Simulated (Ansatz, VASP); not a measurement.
# Hf7S: VASP beside Ansatz

```
CELL_PARAMETERS angstrom
0.00000 4.39087 4.39087
4.39087 0.00000 4.39087
4.39087 4.39087 0.00000
ATOMIC_POSITIONS crystal
Hf 0.50000 0.50000 0.50000
Hf 0.00000 0.50000 0.00000
Hf 0.50000 0.00000 0.00000
Hf 0.00000 0.50000 0.50000
Hf 0.50000 0.00000 0.50000
Hf 0.00000 0.00000 0.50000
Hf 0.50000 0.50000 0.00000
S 0.00000 0.00000 0.00000
```

Change from the starting cell: species swapped into the SbPt7 type (Fm-3m, No. 225).

Alike in both runs: functional PBE; k mesh 4 × 4 × 4; occupations gaussian, width 0.1 eV; no spin polarisation.

Ansatz relaxed the structure, and its values are those at the end. VASP's run is a single point on that final structure, the one shown.

```csv
,VASP,Ansatz
version,VASP 6.6.1,Ansatz 0.2.0
potentials or method,"VASP PAW PBE potentials, release 64 (Hf_pv, S)","scalar-relativistic, plane waves, PAW"
plane-wave cutoff (eV),520,420
valence electrons in the cell,76,188
```

```tsv
	VASP	Ansatz	Ansatz less VASP
gap on the k mesh at the Fermi level (eV)	none	none	-
pressure (GPa)	-0.5	0.0	+0.48
```

A gap of «none» marks a metal or a gap that the smearing closes. With one functional, cell and mesh, what is left measures potentials, basis and numerics. The two sets of potentials don't hold the same shells in valence.

Spin-orbit coupling is left out, which matters for the levels of Hf.
